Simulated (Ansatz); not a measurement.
# Slab bands of honeycomb SnTe, single, part 2 of 3

Wanted: the bands of honeycomb SnTe, single, and its levels against the vacuum.

Ansatz 0.2.0; plane-wave DFT, PBE-D3(BJ), Ansatz PAW (the session's first sound run).

So far. Step 2 (Relaxation): The gap is 1.91 eV.

## (3) Bands and layer weights

This step: plane-wave DFT, PBE, Ansatz PAW (Ansatz 0.2.0).

The bands of the relaxed layer, with projections on the atoms.

File input.yaml:

```yaml
crystal:
  lattice:
    - [4.18, 0.0, 0.0]
    - [-2.09, 3.6199861878, 0.0]
    - [0.0, 0.0, 19.69]
  atoms:
    - { symbol: Te, position: [0.6666666667, 0.3333333333, 0.4572231714] }
    - { symbol: Sn, position: [0.3333333333, 0.6666666667, 0.5427768286] }
kpoints:
  mp_grid: { grid: [12, 12, 1] }
  band_path:
    path: [[0, 0, 0], [0.5, 0, 0], [0.33333333, 0.33333333, 0], [0, 0, 0]]
    npoints: 24
hamiltonian:
  xc: pbe
scf:
  occupations: { method: fermi_dirac, width: 0.05 }
  convergence: { dr2_threshold: 1.0e-09 }
efield:
  axis: 3
  dipole_correction: true
  ramp_position: 0.97
  ramp_width: 0.06
output:
  fatbands: true
  dos: { projected: true, e_range: [-8, 5] }
  write_potential: true
  write_density: true
  volumetric_format: npy
  elf: true
```

Started as:

```bash
ansatz run input.yaml --threads 2 --pin off --max-ram 3072MiB --backend cpu --events-out ev --progress --plain --runs-dir out
```

Numbers of over 12 decimals in the logs are rounded to 6 here.

The program printed:

```text
[...]
Crystal: 2 atoms, lattice volume = 297.940 Å³
Basis set: ecut = 420 eV, 5711 PW (Γ)
Bands: 19, of which v1, the nominal top of the filled ones, is band 15 counted from 1 (14 counted from 0)
Symmetry: 6 space group operations
[...]
k-points: 19 of 144 (time reversal used)
[...]
SCF iter   1: F=—  HF=-13004.503754 eV  |F-HF|=—  |Δ(HF+E_count)|=         —  Δρ=9.05e-4  dr2=6.26e-3  ethr=1.77e-3  p=0.036 e·Å  D=2.16e-2 V/Å  ΔV_dip=-0.43 eV  dr2_dipole=3.00e-6  V_vac-E_F(+/−)=3.94/4.37 eV  ⟨swp⟩=8.1  Hψ=2194  notcnv=0
[...]
SCF iter   8: F=-13004.505524 eV  HF=-13004.505524 eV  |F-HF|=4.53e-10  |Δ(HF+E_count)|=   1.37e-8  Δρ=5.00e-7  dr2=8.86e-10  ethr=3.33e-12  p=0.045 e·Å  D=2.76e-2 V/Å  ΔV_dip=-0.54 eV  dr2_dipole=8.60e-13  V_vac-E_F(+/−)=4.06/4.61 eV  ⟨swp⟩=4.5  Hψ=1552  notcnv=0
SCF 1 converged in 8 iterations: F = -13004.505524 eV  dr2 = 8.86e-10
[...]
NSCF: frozen V_eff on 73 k-points
efield: sawtooth ramp at fractional position 0.9700 (kept from the solve that this one continues, or follows in the run), width 0.0600; the density the first Hamiltonian is built on has a dipole p = 0.045 e·Å; the dipole correction subtracts the counter field D = 2.76e-2 V/Å, which shifts the + side's vacuum level by -0.54 eV against the − side's; the planar-averaged density in the ramp window peaks in size at 2.2e-6 e/Å³
WARN: The output density's exchange-correlation potential varies sharply where the density is thin. Do not read a vacuum level from v_tot or v_xc, or from such a field of the output density. On a cell that repeats whose density bears no net charge and no dipole along the vacuum's axis use v_es (v_loc + v_h of the components); under efield.dipole_correction with no amplitude use v_es + v_field, which holds any externa [...]
SCF converged after 8 iterations
Free energy (F): -13004.505524 eV
[...]
Internal energy: -13004.505524 eV  (E = F + TS)
E sigma→0 (E₀):  -13004.505524 eV
Fermi energy:    -1.435244 eV
Dipole field:    D = 0.027552 V/Å  (p = 0.045365 e·Å, saw-weighted, corrected)
Work function:   Φ+ = 4.0632 eV   Φ− = 4.6057 eV
[...]
--- Band table (eV; the first three rows and the last of 19) ---
  k-point 0: bands = [... 11 lower, -7.8808, -2.6417, -2.3823, -2.3823, -0.2578, 1.3416, 1.3416, 2.3118]
  k-point 1: bands = [... 11 lower, -7.8695, -2.9504, -2.5442, -2.4941, 0.0892, 1.1657, 1.4400, 2.4066]
  k-point 2: bands = [... 11 lower, -7.8609, -3.7903, -2.7637, -2.5151, 0.0576, 1.3256, 1.6346, 2.6651]
  k-point 18: bands = [... 11 lower, -8.5592, -5.2661, -4.0862, -3.2959, -0.3120, 1.3597, 1.8797, 4.7026]
```

The job ended after 40 s (2 threads of Arm Neoverse N1, shared host; peak memory 0.57 GiB; 79 s of CPU time).

Numbers from this step:

| Quantity | Value |
| --- | --- |
| gap on the k-mesh | 1.906 eV |
| dipole along the normal | 0.04537 e·Å |
| gap along the path | 1.906 eV |
| smallest direct gap along the path | 2.124 eV |
| step between the vacuum levels | -0.5425 eV |
| ionisation energy, upper face | 5.010 eV |
| electron affinity, upper face | 3.104 eV |
| ionisation energy, lower face | 5.553 eV |
| gap, the smaller of path and mesh | 1.906 eV |

The density of states has structure finer than the step of the table below, so its rows give means over 0.25 eV, whole bins alone (the curve runs from -8 to 2.95 eV). Peaks (eV: height): -7.090: 7.00, -6.440: 9.31, -3.410: 10.2, -2.750: 4.95, -1.780: 9.03, -1.060: 8.63, 1.510: 4.87.

Density of states against energy, zero at the Fermi level of the run, which the smearing sets inside the gap; means over each step:

| energy (eV) | density of states (states/eV a cell) |
| --- | --- |
| -7.50 | 0 |
| -7.25 | 0.0887 |
| -7.00 | 3.14 |
| -6.75 | 1.68 |
| -6.50 | 2.70 |
| -6.25 | 0 |
| -6.00 | 0 |
| -5.75 | 0 |
| -5.50 | 0 |
| -5.25 | 0 |
| -5.00 | 0 |
| -4.75 | 0 |
| -4.50 | 0 |
| -4.25 | 0 |
| -4.00 | 0 |
| -3.75 | 0.468 |
| -3.50 | 2.67 |
| -3.25 | 2.45 |
| -3.00 | 1.01 |
| -2.75 | 2.61 |
| -2.50 | 1.42 |
| -2.25 | 1.74 |
| -2.00 | 1.23 |
| -1.75 | 3.62 |
| -1.50 | 2.34 |
| -1.25 | 2.37 |
| -1.00 | 2.10 |
| -0.75 | 0 |
| -0.50 | 0 |
| -0.25 | 0 |
| 0.00 | 0 |
| 0.25 | 0 |
| 0.50 | 0 |
| 0.75 | 0 |
| 1.00 | 0.661 |
| 1.25 | 3.03 |
| 1.50 | 4.03 |
| 1.75 | 0.274 |
| 2.00 | 0 |
| 2.25 | 0.865 |
| 2.50 | 3.76 |
| 2.75 | 3.25 |

Projected DOS per atom over height of the atomic layer and energy from the Fermi level. Layers: Te Sn from below.

Ten even steps from '_' (0.00 states/eV) to '@' (2.23 states/eV), each cell a mean:
```
--@@
..--
..--
==##
____
____
____
____
##++
**==
++..
++::
##==
..__
____
____
____
____
..::
::++
..--
____
```
Columns: height of the atomic layer (Å) from 9.00 to 10.7; rows upwards: energy from the Fermi level (eV) from -7.96 to 2.94.

Electronic bands along the path, in eV, zero at the Fermi level of the run, which the smearing sets inside the gap:

| point | band 12 | band 13 | band 14 | band 15 | band 16 | band 17 | band 18 | band 19 |
| --- | --- | --- | --- | --- | --- | --- | --- | --- |
| Γ | -6.45 | -1.21 | -0.95 | -0.95 | 1.18 | 2.78 | 2.78 | 3.75 |
| halfway | -6.50 | -3.06 | -1.64 | -1.11 | 1.10 | 2.94 | 3.20 | 4.39 |
| M | -7.13 | -3.36 | -2.14 | -1.88 | 1.18 | 2.15 | 3.17 | 4.68 |
| halfway | -7.11 | -3.48 | -2.69 | -1.80 | 1.46 | 2.66 | 2.78 | 5.11 |
| K | -7.12 | -3.83 | -2.65 | -1.86 | 1.12 | 2.79 | 3.31 | 6.14 |
| halfway | -6.56 | -3.08 | -2.33 | -1.10 | 1.62 | 2.56 | 3.20 | 4.64 |
| Γ | -6.45 | -1.21 | -0.95 | -0.95 | 1.18 | 2.78 | 2.78 | 3.75 |

The electronic bands as a text plot (rows in eV, shown from -7.1 to 3.7 only):

```
    3.5 |                               +++++++++++
    3.1 |   ++++++++++++++++++++++  ++++           ++++++++++++
    2.6 |+++++++     +++++        +++++++++++++    ++++++++++++++
    2.2 |                 ++++++++             ++++
    1.7 |   ++++                  +            +++++++++++++++
    1.3 |+++    +++++    +++++++++ ++++++++++++               +++
    0.8 |            ++++
    0.3 |
   -0.1 |
   -0.6 |
   -1.0 |************                              **************
   -1.5 | ***  ***** *****                   ******      *** ***
   -1.9 |    **     *************************         ***  **
   -2.4 |      **             ****                  **   **
   -2.8 |        **               **************  **  ***
   -3.3 |          *****************           *******
   -3.7 |                           ***********
   -4.2 |
   -4.6 |
   -5.1 |
   -5.5 |
   -6.0 |
   -6.5 |*************                              *************
   -6.9 |             ******************************
         Γ                   M           K                      Γ
```

ELF in the ca plane at fractional y = 0.333, with atoms of Te within 0.2 Å of it. It is the smooth field of the valence electrons, not physical close to the nuclei.

Values, 6 rows by 16 columns, each cell a mean:
```
0.00 0.00 0.00 0.00 0.09 0.50 0.68 0.52 0.53 0.25 0.15 0.03 0.00 0.00 0.00 0.00
0.00 0.00 0.00 0.01 0.18 0.69 0.53 0.11 0.47 0.14 0.01 0.00 0.00 0.00 0.00 0.00
0.00 0.00 0.00 0.01 0.16 0.67 0.58 0.20 0.50 0.15 0.03 0.01 0.00 0.00 0.00 0.00
0.00 0.00 0.00 0.00 0.05 0.38 0.65 0.59 0.50 0.32 0.26 0.06 0.00 0.00 0.00 0.00
0.00 0.00 0.00 0.00 0.00 0.03 0.14 0.26 0.29 0.47 0.62 0.22 0.02 0.00 0.00 0.00
0.00 0.00 0.00 0.00 0.01 0.08 0.29 0.40 0.33 0.46 0.56 0.18 0.01 0.00 0.00 0.00
```
Columns run along c (16.0 Å, from fractional 0.09 to 0.91 of the cell), rows up along a (4.2 Å). Atoms in or near the plane, at fractional coordinates: Te at (0.46, 0.67).

Electrostatic potential energy in the ca plane at fractional y = 0.333, with atoms of Te within 0.2 Å of it. With pseudopotentials it is smooth inside the atoms' cores, unlike the true potential.

Ten even steps from '0' (-13 eV) to '9' (3 eV), each cell a mean:
```
99999999999999999752236777889999999999999999
99999999999999998401201688899999999999999999
99999999999999997129960478999999999999999999
99999999999999996049990379999999999999999999
99999999999999997128940488999999999999999999
99999999999999998511102688899999999999999999
99999999999999999853346777889999999999999999
99999999999999999988777656789999999999999999
99999999999999999999887544678999999999999999
99999999999999999999887544678999999999999999
99999999999999999987777666789999999999999999
```
Columns run along c (16.0 Å, from fractional 0.09 to 0.91 of the cell; values clipped at the 3rd and 97th percentile), rows up along a (4.2 Å). Atoms in or near the plane, at fractional coordinates: Te at (0.46, 0.67).

Valence density in the ca plane at fractional y = 0.333, with atoms of Te within 0.2 Å of it. It is the smooth field of the valence electrons, not physical close to the nuclei.

Values in units of 1e0 e/Å³, 6 rows by 16 columns, each cell a mean:
```
0.0 0.0 0.0 0.0 0.0 0.0 0.3 0.9 0.3 0.1 0.0 0.0 0.0 0.0 0.0 0.0
0.0 0.0 0.0 0.0 0.0 0.1 1.8 9.1 0.5 0.0 0.0 0.0 0.0 0.0 0.0 0.0
0.0 0.0 0.0 0.0 0.0 0.1 1.3 6.0 0.4 0.1 0.0 0.0 0.0 0.0 0.0 0.0
0.0 0.0 0.0 0.0 0.0 0.0 0.2 0.4 0.2 0.1 0.0 0.0 0.0 0.0 0.0 0.0
0.0 0.0 0.0 0.0 0.0 0.0 0.0 0.1 0.2 0.2 0.0 0.0 0.0 0.0 0.0 0.0
0.0 0.0 0.0 0.0 0.0 0.0 0.1 0.1 0.2 0.1 0.0 0.0 0.0 0.0 0.0 0.0
```
Columns run along c (16.0 Å, from fractional 0.09 to 0.91 of the cell), rows up along a (4.2 Å). Atoms in or near the plane, at fractional coordinates: Te at (0.46, 0.67).

The gap is 1.91 eV, with the valence edge 5.01 eV and the conduction edge 3.10 eV under the upper vacuum level. Spin-orbit coupling is still left out here.

## (4) With spin-orbit coupling

This step: plane-wave DFT, PBE, fully relativistic PAW with spin-orbit coupling (Ansatz 0.2.0).

Heavy atoms split their bands by spin-orbit coupling, so the bands are run again with fully relativistic files.

input.yaml, the sections that differ from step 3:

```yaml
hamiltonian:
  xc: pbe
  pseudopotentials: { kind: paw_fr }
magnetization:
  noncollinear: true
  spin_orbit: true
scf:
  occupations: { method: fermi_dirac, width: 0.05 }
  convergence: { dr2_threshold: 1.0e-08 }
output:
  fatbands: true
  write_potential: true
  write_density: true
  volumetric_format: npy
kpoints:
  mp_grid: { grid: [12, 12, 1] }
  band_path:
    path: [[0, 0, 0], [0.5, 0, 0], [0.33333333, 0.33333333, 0], [0, 0, 0]]
    npoints: 14
# crystal, efield: as in step 3
```

The program printed:

```text
[...]
non-collinear run that drives no moment, with spin-orbit: no starting moment large enough to seed its density (crystal.atoms[].spin), no starting occupations that ask for one, no magnetisation constraint and no magnetic field, so the semilocal B_xc is pinned to zero
Crystal: 2 atoms, lattice volume = 297.940 Å³
Basis set: ecut = 420 eV, 5711 PW (Γ)
Bands: 38, of which v1, the nominal top of the filled ones, is band 30 counted from 1 (29 counted from 0)
Symmetry: 6 space group operations + 6 with time reversal
[...]
k-points: 19 of 144 (time reversal used)
Projection manifold: j_resolved (fully-relativistic pseudo-atomic orbitals)
[...]
SCF iter   1: F=—  HF=-13009.450569 eV  |F-HF|=—  |Δ(HF+E_count)|=         —  Δρ=8.79e-3  dr2=5.15e-1  dr2_m=0.00e0 (ungated)  ethr=1.71e-3  |M|=0.00e0 ∫|m|=0.00e0 μB  |m|>n=0.0e0 m-floor=0.0e0 τ_xc=0.0e0  β_m=0.30  p=0.000 e·Å  D=1.17e-6 V/Å  ΔV_dip=-0.00 eV  dr2_dipole=4.67e-2  V_vac-E_F(+/−)=4.80/4.80 eV  ⟨swp⟩=1.2  Hψ=5560  notcnv=0
[...]
spin=Noncollinear: Resta preconditioning applied to the charge; magnetization (m_x, m_y, m_z) channels mix plain (no charge-response kernel on spin).
SCF iter   2: F=—  HF=-13009.387609 eV  |F-HF|=—  |Δ(HF+E_count)|=   6.30e-2  Δρ=6.13e-3  dr2=1.80e-1  dr2_m=0.00e0 (ungated)  ethr=1.71e-3  |M|=0.00e0 ∫|m|=0.00e0 μB  |m|>n=0.0e0 m-floor=0.0e0 τ_xc=0.0e0  β_m=0.32  p=0.072 e·Å  D=4.35e-2 V/Å  ΔV_dip=-0.86 eV  dr2_dipole=1.73e-2  V_vac-E_F(+/−)=4.16/5.02 eV  ⟨swp⟩=3.3  Hψ=1588  notcnv=0  defer=24
[...]
SCF iter   9: F=-13009.365154 eV  HF=-13009.365154 eV  |F-HF|=8.91e-11  |Δ(HF+E_count)|=   8.20e-8  Δρ=7.49e-7  dr2=2.25e-9  dr2_m=0.00e0 (ungated)  ethr=3.33e-11  |M|=0.00e0 ∫|m|=0.00e0 μB  |m|>n=0.0e0 m-floor=0.0e0 τ_xc=0.0e0  p=0.043 e·Å  D=2.62e-2 V/Å  ΔV_dip=-0.52 eV  dr2_dipole=1.24e-10  V_vac-E_F(+/−)=3.97/4.49 eV  ⟨swp⟩=14.1  Hψ=2563  notcnv=0
SCF 1 converged in 9 iterations: F = -13009.365154 eV  dr2 = 2.25e-9
[...]
SCF converged after 9 iterations
Magnetization: |M| = 0.0000 μB,  M = (+0.0000, +0.0000, +0.0000) μB
Absolute magnetization: 0.0000 μB (∫|m|)
  site 0: m = (+0.0000, +0.0000, +0.0000) μB, |m| = 0.0000 μB  (R = 1.21 Å)
  site 1: m = (+0.0000, +0.0000, +0.0000) μB, |m| = 0.0000 μB  (R = 1.21 Å)
Free energy (F): -13009.365154 eV
[...]
Internal energy: -13009.365154 eV  (E = F + TS)
E sigma→0 (E₀):  -13009.365154 eV
Fermi energy:    -1.330575 eV
Dipole field:    D = 0.026190 V/Å  (p = 0.043122 e·Å, saw-weighted, corrected)
Work function:   Φ+ = 3.9702 eV   Φ− = 4.4859 eV
[...]
--- Band table (eV; the first three rows and the last of 19) ---
  k-point 0: bands = [... 26 lower, -2.3251, -2.3251, -2.0899, -2.0899, -0.2887, -0.2887, 1.1298, 1.1298, ... 4 higher]
  k-point 1: bands = [... 26 lower, -2.6814, -2.3980, -2.3170, -2.2677, -0.0350, 0.1573, 1.0157, 1.1631, ... 4 higher]
  k-point 2: bands = [... 26 lower, -2.9763, -2.7592, -2.3982, -2.3627, -0.0482, 0.1115, 1.2402, 1.3669, ... 4 higher]
  k-point 18: bands = [... 26 lower, -4.1783, -4.0199, -3.4123, -3.1774, -0.3162, -0.3139, 1.2810, 1.4501, ... 4 higher]
```

Elapsed: 3 min, on 2 threads; peak memory 1.2 GiB; 5.9 min of CPU time.

This step gave:

```yaml
dipole_along_the_normal: 0.04312 e·Å
gap_along_the_path: 1.598 eV
smallest_direct_gap_along_the_path: 1.801 eV
step_between_the_vacuum_levels: -0.5157 eV
ionisation_energy_upper_face: 4.730 eV
electron_affinity_upper_face: 3.131 eV
ionisation_energy_lower_face: 5.245 eV
gap_the_smaller_of_path_and_mesh: 1.598 eV
```

Electronic bands along the path, in eV, zero at the Fermi level of the run, which the smearing sets inside the gap:

| point | band 27 | band 28 | band 29 | band 30 | band 31 | band 32 | band 33 | band 34 |
| --- | --- | --- | --- | --- | --- | --- | --- | --- |
| Γ | -0.99 | -0.99 | -0.76 | -0.76 | 1.04 | 1.04 | 2.46 | 2.46 |
| halfway | -1.90 | -1.76 | -1.18 | -1.10 | 0.96 | 1.02 | 2.77 | 2.82 |
| M | -2.38 | -2.38 | -1.87 | -1.87 | 1.07 | 1.07 | 2.05 | 2.05 |
| halfway | -2.98 | -2.65 | -2.01 | -1.78 | 1.27 | 1.45 | 2.43 | 2.59 |
| K | -2.85 | -2.69 | -2.08 | -1.85 | 1.01 | 1.02 | 2.61 | 2.78 |
| halfway | -2.54 | -2.36 | -1.27 | -1.10 | 1.42 | 1.60 | 2.36 | 2.49 |
| Γ | -0.99 | -0.99 | -0.76 | -0.76 | 1.04 | 1.04 | 2.46 | 2.46 |

The gap is 1.60 eV, with the valence edge 4.73 eV and the conduction edge 3.13 eV under the upper vacuum level.

## (5) Close to the zone centre

A Rashba splitting shows at small k, so a short path out of the zone centre is sampled finely.

Changes to input.yaml since step 4:

```diff
@@ -29,4 +29,2 @@
   mp_grid: { grid: [12, 12, 1] }
-  band_path:
-    path: [[0, 0, 0], [0.5, 0, 0], [0.33333333, 0.33333333, 0], [0, 0, 0]]
-    npoints: 14
+  band_path: { path: [[0, 0, 0], [0.1728, 0, 0]], npoints: 30 }
```

The program printed:

```text
[...]
Crystal: 2 atoms, lattice volume = 297.940 Å³
Basis set: ecut = 420 eV, 5711 PW (Γ)
Bands: 38, of which v1, the nominal top of the filled ones, is band 30 counted from 1 (29 counted from 0)
Symmetry: 6 space group operations + 6 with time reversal
[...]
k-points: 19 of 144 (time reversal used)
Projection manifold: j_resolved (fully-relativistic pseudo-atomic orbitals)
[...]
SCF iter   9: F=-13009.365154 eV  HF=-13009.365154 eV  |F-HF|=8.91e-11  |Δ(HF+E_count)|=   8.20e-8  Δρ=7.49e-7  dr2=2.25e-9  dr2_m=0.00e0 (ungated)  ethr=3.33e-11  |M|=0.00e0 ∫|m|=0.00e0 μB  |m|>n=0.0e0 m-floor=0.0e0 τ_xc=0.0e0  p=0.043 e·Å  D=2.62e-2 V/Å  ΔV_dip=-0.52 eV  dr2_dipole=1.24e-10  V_vac-E_F(+/−)=3.97/4.49 eV  ⟨swp⟩=14.1  Hψ=2563  notcnv=0
SCF 1 converged in 9 iterations: F = -13009.365154 eV  dr2 = 2.25e-9
[...]
SCF converged after 9 iterations
Magnetization: |M| = 0.0000 μB,  M = (+0.0000, +0.0000, +0.0000) μB
Absolute magnetization: 0.0000 μB (∫|m|)
  site 0: m = (+0.0000, +0.0000, +0.0000) μB, |m| = 0.0000 μB  (R = 1.21 Å)
  site 1: m = (+0.0000, +0.0000, +0.0000) μB, |m| = 0.0000 μB  (R = 1.21 Å)
Free energy (F): -13009.365154 eV
[...]
Internal energy: -13009.365154 eV  (E = F + TS)
E sigma→0 (E₀):  -13009.365154 eV
Fermi energy:    -1.330575 eV
Dipole field:    D = 0.026190 V/Å  (p = 0.043122 e·Å, saw-weighted, corrected)
Work function:   Φ+ = 3.9702 eV   Φ− = 4.4859 eV
[...]
--- Band table (eV; the first three rows and the last of 19) ---
  k-point 0: bands = [... 26 lower, -2.3251, -2.3251, -2.0899, -2.0899, -0.2887, -0.2887, 1.1298, 1.1298, ... 4 higher]
  k-point 1: bands = [... 26 lower, -2.6814, -2.3980, -2.3170, -2.2677, -0.0350, 0.1573, 1.0157, 1.1631, ... 4 higher]
  k-point 2: bands = [... 26 lower, -2.9763, -2.7592, -2.3982, -2.3627, -0.0482, 0.1115, 1.2402, 1.3669, ... 4 higher]
  k-point 18: bands = [... 26 lower, -4.1783, -4.0199, -3.4123, -3.1774, -0.3162, -0.3139, 1.2810, 1.4501, ... 4 higher]
```

It took 2.4 min on 2 threads; peak memory 1.2 GiB.

This step gave:

```yaml
gap_along_the_path: 1.797 eV
smallest_direct_gap_along_the_path: 1.799 eV
gap_the_smaller_of_path_and_mesh: 1.599 eV
```

Electronic bands along the path, in eV, zero at the Fermi level of the run, which the smearing sets inside the gap:

| point | band 27 | band 28 | band 29 | band 30 | band 31 | band 32 | band 33 | band 34 |
| --- | --- | --- | --- | --- | --- | --- | --- | --- |
| Γ | -0.99 | -0.99 | -0.76 | -0.76 | 1.04 | 1.04 | 2.46 | 2.46 |
| halfway | -1.37 | -1.08 | -0.99 | -0.94 | 1.31 | 1.51 | 2.34 | 2.50 |
| end | -1.66 | -1.45 | -1.07 | -1.03 | 1.26 | 1.41 | 2.60 | 2.72 |

The levels on this short path go into the next step. The band edges sampled here don't span that gap, so no ionisation energy or affinity is read off.

## (6) Spin splitting

This step: plane-wave DFT, PBE, fully relativistic PAW with spin-orbit coupling; spin splitting near the zone centre (Ansatz 0.2.0).

Levels that meet at the zone centre are followed outwards; a split that grows in proportion to k gives the Rashba parameter as ΔE/2k.

Numbers from this step:

| Property | Result |
| --- | --- |
| largest split over 2k that stays linear in k | 0.9152 eV Å |

Groups of levels that meet at the zone centre and whose split, tested at two k, grows in proportion to k or stays under 1 meV; groups that fail this test are left out. Spin splitting, by row:

| level at the first point (eV from the Fermi level) | states | split at k = 0.030 1/A (eV) | split over 2k (eV Å) |
| --- | --- | --- | --- |
| -1.699 | 2 | 0.0549 | 0.9152 |
| 1.042 | 2 | 0.042 | 0.7002 |
| 2.46 | 2 | 0.0225 | 0.3751 |

(Part 2 of 3 ends here.)

[Logs are printed without paths, hosts, clocks, repeated set-up lines and the standing remarks that a program may print on its own settings, such as how far it seeks lower states.]

[Hosts, paths, dates, database ids (printed as entryN), source tags and the programs' standing remarks are cut or masked in the printed files.]

[Maps of the electrostatic potential energy from Ansatz leave out the sawtooth potential of an applied field or a dipole correction, so their vacuum need not be flat; planar profiles and work functions include it.]

[The density of states shown here was stored with 400 of the rows of the run's finer table, so its peaks can read low, often by over a quarter, or be missed, and its means over a window can be off by a tenth or more.]
